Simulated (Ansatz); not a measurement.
**Sb2S3 (Stibnite): properties at the relaxed cell**

An exercise on one series of results from a longer session: the logs are not shown, and one member is left open.

Computed with Ansatz 0.2.0 (DFT PBE, scalar-relativistic, plane waves, PAW, unless a step's input says otherwise).

2 further runs of the same task are left out: 2 set aside as unsound or not needed.

**The structure to begin with**

It takes space group Pnma (No. 62, orthorhombic). The conventional cell has a = 12.171 Å, b = 3.873 Å, c = 11.253 Å, α = 90.00°, β = 90.00°, γ = 90.00°. Sb (site symmetry m) is surrounded by 3 S at 2.55 to 2.57 Å. Around Sb (site symmetry m) lie 3 S at 2.48 to 2.70 Å. Around S (site symmetry m) lie 3 Sb at 2.55 to 2.70 Å. Around S (site symmetry m) lie 1 Sb at 2.48 Å. S (site symmetry m) has 2 Sb at 2.57 Å as nearest neighbours.

Structure file:

```xyz
20
Lattice="12.1707 0.0000 0.0000 0.0000 3.8732 0.0000 0.0000 0.0000 11.2526" Properties=species:S:1:pos:R:3 pbc="T T T"
Sb    5.6608    0.9683    3.6929
Sb    0.4245    2.9049    9.3192
Sb   11.7462    0.9683    1.9334
Sb    6.5099    2.9049    7.5597
Sb    4.3765    2.9049    0.3739
Sb    1.7089    0.9683    6.0002
Sb   10.4618    2.9049    5.2524
Sb    7.7942    0.9683   10.8787
S     3.6650    0.9683    2.1094
S     2.4203    2.9049    7.7357
S     9.7504    0.9683    3.5169
S     8.5057    2.9049    9.1432
S     6.6331    2.9049    1.4031
S    11.6229    0.9683    7.0294
S     0.5478    2.9049    4.2232
S     5.5376    0.9683    9.8496
S     4.5751    2.9049    4.9831
S     1.5103    0.9683   10.6094
S    10.6604    2.9049    0.6432
S     7.5956    0.9683    6.2695
```

It is the result of an earlier relaxation at this level (volume 26.52 Å³/atom; gap on the mesh: 1.33 eV).

The first run:

The input, input.yaml:

```yaml
crystal:
  lattice:
    - [12.047761334, 0.0, 0.0]
    - [0.0, 3.8340868349, 0.0]
    - [0.0, 0.0, 11.1389375946]
  atoms:
    - { symbol: Sb, position: [0.4651188755, 0.25, 0.3281856354] }
    - { symbol: Sb, position: [0.0348811245, 0.75, 0.8281856354] }
    - { symbol: Sb, position: [0.9651188755, 0.25, 0.1718143646] }
    - { symbol: Sb, position: [0.5348811245, 0.75, 0.6718143646] }
    - { symbol: Sb, position: [0.3595901025, 0.75, 0.0332274155] }
    - { symbol: Sb, position: [0.1404098975, 0.25, 0.5332274155] }
    - { symbol: Sb, position: [0.8595901025, 0.75, 0.4667725845] }
    - { symbol: Sb, position: [0.6404098975, 0.25, 0.9667725845] }
    - { symbol: S, position: [0.3011350392, 0.25, 0.1874553291] }
    - { symbol: S, position: [0.1988649608, 0.75, 0.6874553291] }
    - { symbol: S, position: [0.8011350392, 0.25, 0.3125446709] }
    - { symbol: S, position: [0.6988649608, 0.75, 0.8125446709] }
    - { symbol: S, position: [0.5450086621, 0.75, 0.1246872261] }
    - { symbol: S, position: [0.9549913379, 0.25, 0.6246872261] }
    - { symbol: S, position: [0.0450086621, 0.75, 0.3753127739] }
    - { symbol: S, position: [0.4549913379, 0.25, 0.8753127739] }
    - { symbol: S, position: [0.375908924, 0.75, 0.4428420914] }
    - { symbol: S, position: [0.124091076, 0.25, 0.9428420914] }
    - { symbol: S, position: [0.875908924, 0.75, 0.0571579086] }
    - { symbol: S, position: [0.624091076, 0.25, 0.5571579086] }
basis:
  ecutwfc: 420
kpoints:
  mp_grid: { grid: [4, 8, 4] }
hamiltonian:
  xc: pbe
scf:
  occupations: { method: gaussian, width: 0.02 }
output:
  forces: true
  stress: true
  eigenvalues: true
relax:
  adjacent_minimum: "off"
  f_tol: 0.01
  max_steps: 30
  cell: { stress_tol: 0.1, fix: [volume] }
```

On the command line:

```bash
> ansatz run input.yaml --threads 8 --pin off --max-ram 22528MiB --backend cpu --events-out ev --progress --plain --runs-dir out
```

Among the steps run: The cell scaled to 0.97 of its volume; The cell scaled to 1.03 of its volume; Point at V/V0 = 0.94; The cell scaled to 1.06 of its volume; Volume × 0.91; Point at V/V0 = 1.10; The cell scaled to 0.88 of its volume.

One table of the session follows, with a row left open; its other results are not shown here.

It belongs to the step «Equation of state». 

```
volume (Å³/atom)  energy above the lowest point (meV/atom)  pressure (GPa)  gap on the mesh (eV)
          23.340                                      23.4            2.96                  1.20
          24.135                                      11.6            1.85                  1.27
          24.931                                         ?               ?                     ?
          25.727                                       1.0            0.43                  1.33
          26.522                                       0.0            0.00                  1.33
          27.318                                       0.6           -0.25                  1.34
          28.114                                       2.4           -0.42                  1.34
          29.174                                       5.5           -0.50                  1.34
```

Q: Estimate the row for volume (Å³/atom) = 24.931 from the others.

Worked estimate for «energy above the lowest point (meV/atom)». A straight line through the neighbours (24.135, 11.6) and (25.727, 1.0) gives 11.6 + (1.0 − 11.6) × (24.931 − 24.135) / (25.727 − 24.135) = 6.3; a parabola fitted to 4 rows on both sides gives 4.5.

**Answer.** energy above the lowest point (meV/atom): 4.6; pressure (GPa): 1.02; gap on the mesh (eV): 1.31. In «energy above the lowest point (meV/atom)» the line misses by +1.7 and the parabola by -0.1.
